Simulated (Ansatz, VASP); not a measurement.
Given: the input of a run of VASP 6.6.1 on CdS (Hawleyite).

The input INCAR:

```
  PREC = Accurate
  ENCUT = 520
  EDIFF = 1E-7
  ISMEAR = 0
  SIGMA = 0.015
  LREAL = False
  LASPH = True
  NELM = 80
  ALGO = Normal
  ISIF = 2
  LWAVE = False
  LCHARG = True
  GGA = PE
  LELF = True
  LVHAR = True
  NBANDS = 16
```

Contents of KPOINTS:

```
regular mesh
0
Gamma
  8 8 8
```

The input POSCAR:

```
CdS
1.0
    0.0000000000      2.9165000000      2.9165000000
    2.9165000000      0.0000000000      2.9165000000
    2.9165000000      2.9165000000      0.0000000000
Cd S
1 1
Direct
    0.0000000000      0.0000000000      0.0000000000
    0.7500000000      0.7500000000      0.7500000000
```

Potentials or basis: VASP PAW PBE potentials, release 64 (Cd, S).

Command:

```console
$ cat potpaw_PBE.64/Cd/POTCAR potpaw_PBE.64/S/POTCAR > POTCAR
$ mpirun -np 1 vasp_std > vasp.out
```

Set up the same calculation for Ansatz 0.2.0. Potentials there: all-electron LAPW, scalar-relativistic.

As run (the cutoff follows the program's own potentials):

Contents of input.yaml:

```yaml
crystal:
  lattice:
    - [0.0, 2.9165, 2.9165]
    - [2.9165, 0.0, 2.9165]
    - [2.9165, 2.9165, 0.0]
  atoms:
    - { symbol: Cd, position: [0.0, 0.0, 0.0] }
    - { symbol: S, position: [0.75, 0.75, 0.75] }
kpoints:
  mp_grid: { grid: [8, 8, 8] }
scf:
  occupations: { method: gaussian, width: 0.015 }
hamiltonian:
  xc: pbe
  pseudopotentials: { kind: all_electron, lapw: { basis_error: 0.001 } }
output:
  forces: true
  stress: true
  eigenvalues: true
```

Potentials or basis: all-electron LAPW, scalar-relativistic.

Command:

```bash
$ ansatz run input.yaml --threads 1 --pin off --max-ram 3072MiB --backend cpu --events-out ev --progress --plain --runs-dir out
```

Both were run:

|  | VASP | Ansatz | Ansatz less VASP |
| --- | --- | --- | --- |
| gap on the k mesh at the Fermi level (eV) | 1.15 | 1.15 | -0.004 |
| least direct gap on the mesh (eV) | 1.15 | 1.15 | -0.004 |
| pressure (GPa) | 3.2 | 2.9 | -0.33 |

Ansatz ran all-electron here, so the differences hold the error of VASP's frozen core and of both bases.

PBE gaps usually lie below the measured ones, often by a third to a half.
